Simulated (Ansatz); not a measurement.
**EuS under changes of volume**

One of the cells (26.424 Å³/atom); the others are scaled copies at fixed shape and fractional positions:

```
Eu S
1.0
     0.00000    2.97850    2.97850
     2.97850    0.00000    2.97850
     2.97850    2.97850    0.00000
Eu S
1 1
Direct
  0.00000 0.00000 0.00000
  0.50000 0.50000 0.50000
```

```yaml
Program: Ansatz 0.2.0
Functional: r2SCAN
Potentials_or_basis: Ansatz PAW
Cutoff: "500 eV (not typed: the program's choice for these potentials)"
k_mesh: 8 × 8 × 8
Occupations: fermi-dirac, width 0.05 eV
Spin: collinear spin, ferromagnetic start
Starting_moments: "[7.0, 0.0] μB"
```

| volume (Å³/atom) | energy over the lowest point (meV/atom) | pressure (GPa) | moment (μB per cell) |
| --- | --- | --- | --- |
| 24.838 | 1.65 | 1.1 | 6.98 |
| 25.367 | 0.00 | -0.1 | 6.99 |
| 25.895 | 2.05 | -1.2 | 6.99 |
| 26.424 | 7.39 | -2.1 | 6.99 |
| 26.952 | ? | ? | ? |
| 27.481 | 26.66 | -3.7 | 7.00 |
| 28.009 | 40.04 | -4.4 | 7.00 |

Task: What does the run at 26.952 Å³/atom give?

Result: Energy over the lowest point 15.70 meV/atom; pressure -3.0 GPa; moment 7.00 μB per cell.

Worked out: A Birch-Murnaghan fit of order 3 (a polynomial in V^(-2/3)) to the other rows has its minimum at 25.33 Å³/atom with B0 = V·E''(V) = 54 GPa and B' = 4.1. It gives 15.68 meV/atom at 26.952 Å³/atom, against the run's 15.70, and -dE/dV = -2.9 GPa, against -3.0. A straight line through the other rows of the moment, of slope 0.00576 μB per Å³/atom, gives 7.00 μB, against the run's 7.00.

Energies are extrapolated to zero smearing.

Caveats: the magnetic or orbital state may not be the lowest; a cell with one magnetic atom can't hold antiferromagnetic order, which such compounds often take; without U or exact exchange the open f shell lies at the Fermi level, which spoils levels, moments and volumes; the PAW data sets come from PBE, with cores solved anew for the run's functional, which leaves a small shift of forces and pressure.
